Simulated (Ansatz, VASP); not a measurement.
## One calculation of Cs, two programs

Contents of INCAR:

```
PREC = Accurate
ENCUT = 520
EDIFF = 1E-6
ISMEAR = -1
SIGMA = 0.05
LREAL = F
LASPH = T
NELM = 80
ALGO = Fast
ISIF = 2
LWAVE = F
LCHARG = F
GGA = PS
NBANDS = 10
```

Contents of KPOINTS:

```
regular mesh
0
Gamma
  6 6 6
```

POSCAR

```
Cs
1.0
   -3.0861833234      3.0861833234      3.0861833234
    3.0861833234     -3.0861833234      3.0861833234
    3.0861833234      3.0861833234     -3.0861833234
Cs
1
Direct
    0.0000000000      0.0000000000      0.0000000000
```

input.yaml

```yaml
crystal:
  lattice:
    - [-3.0861833234, 3.0861833234, 3.0861833234]
    - [3.0861833234, -3.0861833234, 3.0861833234]
    - [3.0861833234, 3.0861833234, -3.0861833234]
  atoms:
    - { symbol: Cs, position: [0.0, 0.0, 0.0] }
kpoints:
  mp_grid: { grid: [6, 6, 6] }
scf:
  occupations: { method: fermi_dirac, width: 0.05 }
hamiltonian:
  xc: pbesol
  pseudopotentials: { kind: all_electron, lapw: { basis_error: 0.0005 } }
output:
  forces: true
  stress: true
  eigenvalues: true
```

Change from the starting cell: volume scaled by 0.96.

Alike in both runs: task single point; functional PBEsol; k mesh 6 × 6 × 6; occupations fermi-dirac, width 0.05 eV; no spin polarisation.

|  | VASP | Ansatz |
| --- | --- | --- |
| version | VASP 6.6.1 | Ansatz 0.2.0 |
| potentials or method | VASP PAW PBE potentials, release 64 (Cs_sv) | all-electron LAPW, scalar-relativistic |
| plane-wave cutoff (eV) | 520 | see its input |

```tsv
	VASP	Ansatz	Ansatz less VASP
gap on the k mesh at the Fermi level (eV)	none	none	-
pressure (GPa)	-0.1	-0.1	+0.01
```

A gap of «none» marks a metal or a gap that the smearing closes. Ansatz ran all-electron here, so the differences hold the error of VASP's frozen core and of both bases.

Caveats: the PAW data sets were made with another functional, which shifts forces and pressure a little (VASP). Spin-orbit coupling is left out, which matters for the levels of Cs.
